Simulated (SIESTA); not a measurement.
Runs of SIESTA 5.4.2 on Hf. The structure is cubic, space group Im-3m (No. 229). Conventional cell: a = 3.610 Å, b = 3.610 Å, c = 3.610 Å, α = 90.00°, β = 90.00°, γ = 90.00°. Around Hf (site symmetry m-3m) lie 8 Hf at 3.13 Å. This isn't the form of Hf at room conditions, which is hcp.

| potentials or basis | gap on the mesh (eV) | pressure (GPa) | relaxed volume (Å³/atom) |
| --- | --- | --- | --- |
| PseudoDojo 0.4 standard (PBE files), TZP (energy shift 0.003 Ry; two zetas on semicore shells) | none | 0.0 | 22.58 |
| PseudoDojo 0.4 standard (PBE files), DZDP (energy shift 0.003 Ry; two zetas on semicore shells) | none | 0.0 | 22.72 |
| PseudoDojo 0.4 standard (PBE files), DZ (energy shift 0.003 Ry; two zetas on semicore shells) | none | -0.1 | (b) |
| PseudoDojo 0.4 standard (PBE files), SZ (energy shift 0.003 Ry) | none | 0.0 | 20.13 |
| PseudoDojo 0.4 standard (PBE files), TZDP (energy shift 0.003 Ry; two zetas on semicore shells) | none | 0.0 | (a) |
| PseudoDojo 0.4 standard (PBE files), DZP (energy shift 0.003 Ry; two zetas on semicore shells) | none | 0.0 | 22.60 |
| PseudoDojo 0.4 standard (PBE files), SZP (energy shift 0.003 Ry) | none | 0.0 | 22.54 |

Alike in all rows: task relaxation of cell and atoms; level PBE; no spin polarisation; cell relaxed; k mesh 7 × 7 × 7; smearing fermi-dirac 0.05 eV; grid cutoff 800 Ry; energy shift 0.003 Ry.

**Question.** Estimate the missing entries.

**Answer.** (a) 22.63; (b) 22.36.

Caveats: short orbitals over semicore shells can move pressures by several GPa; the basis of atomic orbitals isn't converged, which shifts pressures, moduli and gaps; the basis has no polarisation orbitals (some runs).

A k mesh can miss the band edges, and the runs leave out spin-orbit coupling on Hf.

A gap of «none» marks a metal or a gap under the smearing width.
